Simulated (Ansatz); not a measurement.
A crystal relaxed with r2SCAN in the PAW code Ansatz has space group P6_3mc (No. 186) and a = 3.182 Å, c = 10.377 Å.

| atom | site | x | y | z |
| --- | --- | --- | --- | --- |
| Ga | 2a | 0.0000 | 0.0000 | 0.9996 |
| Ga | 2b | 0.3333 | 0.6667 | 0.2499 |
| Xx | 2a | 0.0000 | 0.0000 | 0.1876 |
| Xx | 2b | 0.3333 | 0.6667 | 0.4378 |

The r2SCAN gap is direct at Γ: 2.26 eV. The HSE06 gap is direct at Γ: 3.10 eV. With PBE the gap is 1.84 eV and direct, at Γ. Meshes: r2SCAN 12×12×4, HSE06 6×6×2, PBE 12×12×4. r2SCAN's ε∞ is 5.4 along x and y, 5.5 along z.

Task: Which element is Xx?
A. As
B. Sb
C. P
D. N

Result: D. Xx is N: GaN, 4H polytype. Around Ga lie 4 N at 1.95 Å; around N lie 4 Ga at 1.95 Å.

All values are calculated for a non-magnetic cell, which may be hypothetical.

The meshes of the hybrids are coarse, so their gaps aren't converged to the digits shown.
